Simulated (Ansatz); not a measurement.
Input and command of a plane-wave DFT calculation in Ansatz:

```yaml
crystal:
  lattice:
    - [3.2755095321, 0.0, 0.0]
    - [-1.637754766, 2.8366744651, 0.0]
    - [0.0, 0.0, 5.9225118167]
  atoms:
    - { symbol: Ta, position: [0.3333333333, 0.6666666667, 0.0272453897] }
    - { symbol: Ta, position: [0.6666666667, 0.3333333333, 0.5272453897] }
    - { symbol: "N", position: [0.3333333333, 0.6666666667, 0.3577546103] }
    - { symbol: "N", position: [0.6666666667, 0.3333333333, 0.8577546103] }
basis:
  ecutwfc: 500
kpoints:
  mp_grid: { grid: [18, 18, 10] }
hamiltonian:
  xc: r2scan
scf:
  occupations: { method: gaussian, width: 0.1 }
output:
  forces: true
  stress: true
  eigenvalues: true
  write_density: true
  write_potential: true
  elf: true
  volumetric_format: npy
relax:
  adjacent_minimum: "off"
  f_tol: 0.008
  max_steps: 40
  cell: { stress_tol: 0.015, fix: [a, b, gamma] }
```

```bash
ansatz run input.yaml --threads 1 --pin off --max-ram 2560MiB --backend cpu --events-out ev --progress --plain --runs-dir out
```

Processor: AMD EPYC 9R45 96-Core Processor (Zen 5), 1 thread, on a host shared with other jobs.

Task: Estimate time, memory and problem size.

Result: About 94 s on 1 thread of AMD EPYC 9R45 96-Core Processor (Zen 5), on a shared host, peak memory 0.76 GiB. It solves 22 bands at 222 k points (the mesh reduced by the symmetry that the task leaves, which can be less than the crystal's) with about 1335 plane waves (on the last cell), in 27 SCF iterations over 5 ionic steps.
